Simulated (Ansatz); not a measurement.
The system is Ta.

```xyz
2
Lattice="2.9004 0.0000 0.0000 -1.4502 2.5118 0.0000 0.0000 0.0000 5.1663" Properties=species:S:1:pos:R:3 pbc="T T T"
Ta    0.0000    1.6745    1.2916
Ta    1.4502    0.8373    3.8747
```

This isn't the form of Ta at room conditions, which is bcc.

* Program: Ansatz 0.2.0
* Task: relaxation of cell and atoms
* Functional: LDA
* Potentials or basis: all-electron LAPW, scalar-relativistic
* Basis error allowed: 0.001 eV/atom
* k mesh: 11 × 11 × 5
* Occupations: fermi-dirac, width 0.05 eV
* Spin: no spin polarisation

At the start: volume 18.82 Å³/atom.

Task: How do energy, volume and symmetry change on relaxing?

Result: Over 5 steps the energy falls by 46.3 meV/atom and the volume is 17.67 Å³/atom (-6.1 %); space group P6_3/mmc (No. 194, to 0.05 Å).

The path:
| step | energy change (eV) | largest force (eV/Å) | volume (Å³) |
| --- | --- | --- | --- |
| 1 | 0.0000 | 0.0000 | 37.64 |
| 2 | -0.0913 | 0.0000 | 35.59 |
| 3 | -0.0927 | 0.0000 | 35.34 |
| 4 | -0.0927 | 0.0000 | 35.33 |
| 5 | -0.0927 | 0.0000 | 35.33 |

Final structure:
```xyz
2
Lattice="2.8336 0.0000 0.0000 -1.4168 2.4540 0.0000 0.0000 0.0000 5.0809" Properties=species:S:1:pos:R:3 pbc="T T T"
Ta    0.0000    1.6360    1.2702
Ta    1.4168    0.8180    3.8107
```
